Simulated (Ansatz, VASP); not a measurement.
# InGaP2 (Ga0.5In0.5P, ordered zincblende-derived alloy) in two plane-wave programs

Wanted: the spread between two codes on one cell, functional and k mesh. The cell is invented: As first built, before any earlier steps moved the atoms or strained the cell (in the runner's words): 1x1x1 conventional cells of the GaP type (8 atoms: 4 P, 2 Ga, 2 In); Ga/In share their sites, the best of 600 random draws by like-pair counts in two shells; start lattice by linear mixing of the end members' cells; atoms moved at random by 0.02 A. It may not be a known or stable phase. The cell is taken from a series of runs on this material, whose earlier steps may have relaxed, scaled, displaced or heated it; both programs get it as it stands.

Method: plane waves, with VASP 6.6.1 beside it; HSE06, in Ansatz 0.2.0.

### Step 1. Starting point

It takes space group P-4m2 (No. 115, tetragonal). Conventional cell: a = 4.041 Å, b = 4.041 Å, c = 5.765 Å, α = 90.00°, β = 90.00°, γ = 90.00°. Nearest to P lie 2 Ga at 2.41 Å and 2 In at 2.55 Å. Nearest to Ga lie 4 P at 2.41 Å. In has 4 P at 2.55 Å nearest. It derives from GaP. Farther neighbours are not listed.

### Step 2. Ansatz: single point, HSE06

Ansatz runs on its default PAW (the set named soft_2) files.

A single point takes one fixed geometry, so differences don't come from the geometry; what else differs is listed under the comparison.

input.yaml

```yaml
crystal:
  lattice:
    - [5.765, -1.0e-05, 0.00011]
    - [-1.0e-05, 5.71546, 0.0]
    - [0.00011, 0.0, 5.71551]
  atoms:
    - { symbol: P, position: [0.2696, 0.25063, 0.75043] }
    - { symbol: P, position: [0.26962, 0.75065, 0.25043] }
    - { symbol: P, position: [0.72794, 0.25062, 0.25042] }
    - { symbol: P, position: [0.7279, 0.7506, 0.75042] }
    - { symbol: Ga, position: [0.49879, 0.00065, 0.50045] }
    - { symbol: Ga, position: [0.49874, 0.5006, 0.00046] }
    - { symbol: In, position: [0.99875, 0.00059, 0.0004] }
    - { symbol: In, position: [0.99877, 0.50064, 0.50041] }
kpoints:
  mp_grid: { grid: [2, 2, 2] }
hamiltonian:
  xc: hse06
scf:
  occupations: { method: fermi_dirac, width: 0.01 }
output:
  forces: true
  eigenvalues: true
```

On the command line:

```sh
ansatz run input.yaml --threads 8 --pin off --max-ram 15360MiB --backend cpu --events-out ev --progress --plain --runs-dir out
```

Numbers of over 12 decimals in the logs are rounded to 6 here.

The program printed:

```text
Warning: 1 symmetry operations that the atoms keep within the bar at which the run's group was sought (crystal.symmetry.tolerance 1.0e-5, or twice it) were not taken beside the 1 unitary ones that the detection took (of a slab, those that keep its plane). If the more symmetric cell is meant, write the vectors of crystal.lattice to more decimals, or, with the positions in fractional coordinates, give it by lengths and [...]
exact exchange: scf.exx.singularity resolves to wigner_seitz, which cuts the screened interaction at the faces of the exchange supercell's Wigner-Seitz cell, so that each pair interacts once, at the shortest of its separations (the periodic images that this leaves out come, for a point-like exchange hole, to about 0.001 eV on a filled level). The cut falls within the interaction's reach, and what an exchange supercel [...]
Engine: ansatz 0.2.0, aarch64-unknown-linux-gnu
Pseudopotentials: kind: paw
Pseudopotential: P, paw, valence charge 5, recommended cutoff 420 eV (normal), P.paw.azcp
Pseudopotential: Ga, paw, valence charge 13, recommended cutoff 420 eV (normal), Ga.paw.azcp
Pseudopotential: In, paw, valence charge 13, recommended cutoff 420 eV (normal), In.paw.azcp
Functional definition: HSE06
  parameter a = 0.25
  parameter omega = 0.11/bohr
  exchange = pbe_x - a*pbe_x_sr(omega) + a*exact_x_sr(omega)
  correlation = pbe_c
Crystal: 8 atoms, lattice volume = 188.324 Å³
Basis set: ecut = 420 eV, 3743 PW (Γ), exchange–correlation on 80×80×80 points (8 copies of the dense FFT grid, shifted against one another)
Bands: 44, of which v1, the nominal top of the filled ones, is band 36 counted from 1 (35 counted from 0)
Symmetry: 1 space group operations
Space group: P1 (ITA 1), of the structure as read, at distance tolerance 5.7e-5 Å
k-points: 8
Non-local potential: P, projectors of the file, l = 0: 2, l = 1: 2, l = 2: 2
Non-local potential: Ga, projectors of the file, l = 0: 2, l = 1: 2, l = 2: 3, l = 3: 1
Non-local potential: In, projectors of the file, l = 0: 2, l = 1: 2, l = 2: 2, l = 3: 2
PAW form: soft (Blöchl's): semilocal exchange-correlation on the pseudo side does not see the compensation charge
PAW frozen core: P, regenerated for the run's functional, and the local potential with it (the file was generated under x = pbe(κ = 0.804, μ = 0.219515), c = pbe(β = 0.066725))
PAW frozen core: Ga, regenerated for the run's functional, and the local potential with it (the file was generated under x = pbe(κ = 0.804, μ = 0.219515), c = pbe(β = 0.066725))
PAW frozen core: In, regenerated for the run's functional, and the local potential with it (the file was generated under x = pbe(κ = 0.804, μ = 0.219515), c = pbe(β = 0.066725))
PAW one-centre angular grid: P, 110 points (default); XC on 64 Gauss nodes
PAW one-centre angular grid: Ga, 590 points (default); XC on 64 Gauss nodes
PAW one-centre angular grid: In, 590 points (default); XC on 64 Gauss nodes
Initial density: superposition of atomic densities (neutral atoms: chi_scale 0, normalization atom), corrected by the library's trained network
Initial wavefunctions: pseudopotential atomic-orbital guess
Functional: x = pbe(κ = 0.804, μ = 0.219515), c = pbe(β = 0.066725), warm-up for x = pbe(κ = 0.804, μ = 0.219515) + 0.25 (exact − pbe) at short range (hse, ω = 0.207870 Å⁻¹), c = pbe(β = 0.066725); HSE06 as pw.x's `hse` composes it (authors' and Libxc's form: `xc: wpbeh`)
SCF iter   1: F=—  HF=-21786.397403 eV  |F-HF|=—  |Δ(HF+E_count)|=         —  Δρ=1.54e-3  dr2=2.43e-3  ethr=1.77e-3  ⟨swp⟩=10.1  Hψ=1626  notcnv=1
preconditioner: auto → none  [insulator: Δε(μ)=0.752 eV  Ē_g=13.582 eV  σ=0.010 eV  W_gap=1.00  n_scr=32 (ndim 8)  ℏωp=23.0 eV  f_vac=0.019  D(μ)=0.00/eV (n_scr^D=0)]
SCF iter   2: F=—  HF=-21786.398736 eV  |F-HF|=—  |Δ(HF+E_count)|=   1.33e-3  Δρ=5.47e-4  dr2=3.00e-4  ethr=3.38e-6  ⟨swp⟩=6.6  Hψ=1330  notcnv=0  defer=22
SCF iter   3: F=-21786.398921 eV  HF=-21786.398916 eV  |F-HF|=4.71e-6  |Δ(HF+E_count)|=   1.81e-4  Δρ=1.78e-4  dr2=3.23e-5  ethr=4.16e-7  ⟨swp⟩=3.6  Hψ=809  notcnv=0  defer=13
SCF 1 stopped early in 3 iterations: F = -21786.398921 eV  dr2 = 3.23e-5
  greatest PAW one-centre occupation: 0.994 electrons in one spin orbital (limit 2), on the Ga atom at site 5 (counted from 0), in its partial waves of l = 2
Initial density: handed on by an earlier stage of this run
Initial wavefunctions: those handed on with the density
Functional: x = pbe(κ = 0.804, μ = 0.219515) + 0.25 (exact − pbe) at short range (hse, ω = 0.207870 Å⁻¹), c = pbe(β = 0.066725); HSE06 as pw.x's `hse` composes it (authors' and Libxc's form: `xc: wpbeh`)
Exchange kernel: α = 0.2500, screened, ω = 0.2079 Å⁻¹, Wigner–Seitz truncation, v(0) = 963.8124 eV·Å³, q-mesh 2×2×2, nearest image of the exchange supercell L = 11.43 Å, pair-density grid 27×27×27, without the augmentation charges, whose exchange is taken in its separable form by FFT convolution over the k-point mesh (sized by the pseudopotential files, 40×40×40 at the most), smooth part of the exact exchange by density-matrix convolution
Frozen-core exchange: fock
SCF iter   1: F=—  HF=-21797.564689 eV  |F-HF|=—  |Δ(HF+E_count)|=         —  Δρ=9.50e-3  dr2=7.37e-2  ethr=4.48e-7  ⟨swp⟩=10.1  Hψ=2071  notcnv=0
preconditioner: auto → none  [insulator: Δε(μ)=1.557 eV  Ē_g=15.908 eV  σ=0.010 eV  W_gap=1.00  n_scr=32 (ndim 8)  ℏωp=23.0 eV  f_vac=0.019  D(μ)=0.00/eV (n_scr^D=0)]
SCF iter   2: F=—  HF=-21797.532404 eV  |F-HF|=—  |Δ(HF+E_count)|=   3.23e-2  Δρ=2.19e-3  dr2=8.71e-3  ethr=4.48e-7  ⟨swp⟩=5.0  Hψ=1480  notcnv=0
SCF iter   3: F=—  HF=-21797.558112 eV  |F-HF|=—  |Δ(HF+E_count)|=   2.57e-2  Δρ=2.40e-3  dr2=4.58e-3  ethr=4.48e-7  ⟨swp⟩=5.0  Hψ=1485  notcnv=0
SCF iter   4: F=—  HF=-21797.557408 eV  |F-HF|=—  |Δ(HF+E_count)|=   7.03e-4  Δρ=7.73e-4  dr2=4.70e-4  ethr=4.48e-7  ⟨swp⟩=4.0  Hψ=1095  notcnv=0
SCF iter   5: F=—  HF=-21797.557992 eV  |F-HF|=—  |Δ(HF+E_count)|=   5.83e-4  Δρ=2.47e-4  dr2=6.11e-5  ethr=4.48e-7  ⟨swp⟩=4.8  Hψ=914  notcnv=0
iter 6 solved again at ethr=3.41e-9 eV; its pass at ethr=7.92e-8 eV (dr2=2.46e-6 eV) is discarded
SCF iter   6: F=-21797.557968 eV  HF=-21797.557970 eV  |F-HF|=2.50e-6  |Δ(HF+E_count)|=   2.12e-5  Δρ=2.37e-5  dr2=6.82e-6  ethr=3.41e-9  ⟨swp⟩=3.1  Hψ=1565  notcnv=0
SCF 2 stopped early in 6 iterations: F = -21797.557968 eV  dr2 = 6.82e-6
  Residual-converged pass: ⟨swp⟩=4.0  Hψ=983  notcnv=0  max |occ|·‖R‖ = 5.7e-6 eV (tolerance 6.7e-6 eV)  dr2=6.99e-6  dr2_onsite=2.96e-7  max |Δocc| = 0.0e0
  greatest PAW one-centre occupation: 0.995 electrons in one spin orbital (limit 2), on the Ga atom at site 5 (counted from 0), in its partial waves of l = 2
hybrid outer 1: dexx = +3.002e-2 eV, tail = 7.06e-5 eV
Exchange kernel: α = 0.2500, screened, ω = 0.2079 Å⁻¹, Wigner–Seitz truncation, v(0) = 963.8124 eV·Å³, q-mesh 2×2×2, nearest image of the exchange supercell L = 11.43 Å, pair-density grid 27×27×27, without the augmentation charges, whose exchange is taken in its separable form by FFT convolution over the k-point mesh (sized by the pseudopotential files, 40×40×40 at the most), smooth part of the exact exchange by density-matrix convolution
Frozen-core exchange: fock
SCF iter   1: F=—  HF=-21797.557297 eV  |F-HF|=—  |Δ(HF+E_count)|=         —  Δρ=4.50e-5  dr2=4.62e-6  ethr=4.91e-7  ⟨swp⟩=5.0  Hψ=885  notcnv=0
preconditioner: auto → none  [insulator: Δε(μ)=1.622 eV  Ē_g=15.800 eV  σ=0.010 eV  W_gap=1.00  n_scr=32 (ndim 8)  ℏωp=23.0 eV  f_vac=0.020  D(μ)=0.00/eV (n_scr^D=0)]
SCF iter   2: F=—  HF=-21797.557296 eV  |F-HF|=—  |Δ(HF+E_count)|=   4.81e-7  Δρ=1.79e-5  dr2=5.83e-7  ethr=5.52e-9  ⟨swp⟩=4.1  Hψ=902  notcnv=0
SCF iter   3: F=—  HF=-21797.557298 eV  |F-HF|=—  |Δ(HF+E_count)|=   2.23e-6  Δρ=1.12e-5  dr2=3.32e-7  ethr=4.16e-10  ⟨swp⟩=4.9  Hψ=1110  notcnv=0
SCF iter   4: F=—  HF=-21797.557298 eV  |F-HF|=—  |Δ(HF+E_count)|=   1.02e-7  Δρ=1.63e-6  dr2=1.37e-8  ethr=4.16e-10  ⟨swp⟩=3.0  Hψ=727  notcnv=0
SCF iter   5: F=—  HF=-21797.557298 eV  |F-HF|=—  |Δ(HF+E_count)|=   6.12e-8  Δρ=1.64e-6  dr2=7.17e-9  ethr=8.17e-12  ⟨swp⟩=5.5  Hψ=1278  notcnv=0
SCF iter   6: F=-21797.557298 eV  HF=-21797.557298 eV  |F-HF|=8.73e-11  |Δ(HF+E_count)|=   1.95e-9  Δρ=2.57e-7  dr2=6.70e-10  ethr=8.17e-12  ⟨swp⟩=3.0  Hψ=728  notcnv=0
SCF 3 converged in 6 iterations: F = -21797.557298 eV  dr2 = 6.70e-10
  Residual-converged pass: ⟨swp⟩=3.1  Hψ=798  notcnv=0  max |occ|·‖R‖ = 8.9e-7 eV (tolerance 8.9e-7 eV)  dr2=6.70e-10  dr2_onsite=2.52e-11  max |Δocc| = 0.0e0
hybrid outer 2: dexx = +2.404e-6 eV, tail = 3.52e-8 eV, Δε = 2.35e-3 eV (about 5.84e-5 eV left of the loop's levels), ΔF = 2.09e-3 eV/Å (tail 5.34e-4)
hybrid SCF converged: 2 outer / 12 inner (+3 warm-up), last move |dexx| = 2.40e-6 eV, tail = 3.52e-8 eV
Stability not checked: this state was not tested for a lower state beside it, because the functional holds exact exchange (a hybrid, or Hartree-Fock), whose exchange loop this test does not read (fock_operator; see scf.lower_state_search)
Free energy (F): -21797.557298 eV
Frozen-core exchange: fock
Harris-Foulkes:  -21797.557298 eV  (|F-HF|=8.73e-11)
Internal energy: -21797.557298 eV  (E = F + TS)
E sigma→0 (E₀):  -21797.557298 eV
Fermi energy:    7.061962 eV
--- Per-component energies (eV) ---
  E_band       = -377.966973
  E_kinetic    = 994.568845
  E_local      = -7334.025359  (includes V_loc(G=0)·N_el)
  E_nonlocal   = 1723.021900
  E_hartree    = 3204.884029
  E_xc         = -650.824760
  E_vxc        = -445.853194  (∫ρ·V_xc dr)
  E_exx        = -193.154516  (= α·E_x^exact, valence–valence)
  E_paw        = -14554.508987  (= ΣΔE_a)
  E_vpaw       = -1339.137724  (= ΣTr[D̂ρ^β])
  E_aug_tail   = -0.000165  (compensation charges beyond the density's cutoff)
  E_ewald      = -4988.462623
  E_core_change = 0.944341  (= ΣΔE_core)
  E_smearing   = -0.000000  (= −TS)
  E_closure    = -0.000002  (closes the sum)
  Σ components = -21797.557298   (vs F -21797.557298, Δ=-3.64e-12)
--- Forces (eV/Å), atoms counted from 1 ---
  atom   1  P     -0.04001344     0.00004963    -0.00004624
  atom   2  P     -0.03973796     0.00006340     0.00028668
  atom   3  P      0.03951381    -0.00001415     0.00018436
  atom   4  P      0.03967917    -0.00004290     0.00053177
  atom   5  Ga    -0.00068046    -0.00055822    -0.00065817
  atom   6  Ga     0.00052619     0.00057482    -0.00076881
  atom   7  In     0.00039307     0.00033858     0.00021749
  atom   8  In     0.00029645    -0.00040915     0.00023990
  max |Σ_I F_I| component: 2.32e-5 eV/Å
--- Band table (eV; the first three rows and the last of 8) ---
  k-point 0: bands = [... 32 lower, 3.7973, 6.0808, 6.2472, 6.2473, 7.8697, 8.5802, 8.5804, 8.6676, ... 4 higher]
  k-point 1: bands = [... 32 lower, 4.6119, 4.6119, 4.7110, 4.7110, 9.2915, 9.2915, 10.2619, 10.2620, ... 4 higher]
  k-point 2: bands = [... 32 lower, 4.6118, 4.6119, 4.7110, 4.7110, 9.2914, 9.2915, 10.2619, 10.2620, ... 4 higher]
  k-point 7: bands = [... 32 lower, 5.1222, 5.1223, 5.4841, 5.4843, 8.1552, 8.1552, 8.6822, 8.6823, ... 4 higher]
```

The column dr2 measures how far the density is from self-consistency, as an energy; F and HF (Harris–Foulkes) agree once it is small.

[end of part 1 of 2]

[Lines on the potential files, build, host, timing and source positions are cut from VASP's logs without a mark.]

[Logs are printed without paths, hosts, clocks, repeated set-up lines and the standing remarks that a program may print on its own settings, such as how far it seeks lower states.]

[Hosts, paths, dates, database ids (printed as entryN), source tags and the programs' standing remarks are cut or masked in the printed files.]
